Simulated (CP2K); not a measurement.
## AlN in CP2K: the effect of pseudo set

Crystal: AlN.

```
Al N
1.0
     3.08863    0.00000    0.00000
     1.54432    2.67483    0.00000
     1.54432    0.89161    2.52186
Al N
1 1
Cartesian
  0.0000 0.0000 0.0000
  1.5443 0.8916 0.6305
```

Measurements of this composition are mostly on another form, of space group No. 186.

Alike in all runs:

```yaml
Program: CP2K 2026.2
Task: single point
Functional: PBE
Density_cutoff: 6123 eV
k_mesh: 10 × 10 × 10
Occupations: fermi-dirac, width 0.05 eV
Spin: no spin polarisation
```

```csv
pseudo set,gap on the mesh (eV),pressure (GPa)
PBE,3.32,4.3
PADE,?,?
BLYP,3.34,3.9
SCAN,3.36,1.4
PBE0,3.33,3.1
```

Question: What does the run with pseudo set PADE give?

Answer: gap on the mesh 3.41 eV; pressure -4.3 GPa.

Caveats: the basis of atomic orbitals isn't converged, which shifts pressures, moduli and gaps; the potentials were made for another functional, which shifts forces and pressure (some runs).

A k mesh can miss the band edges.
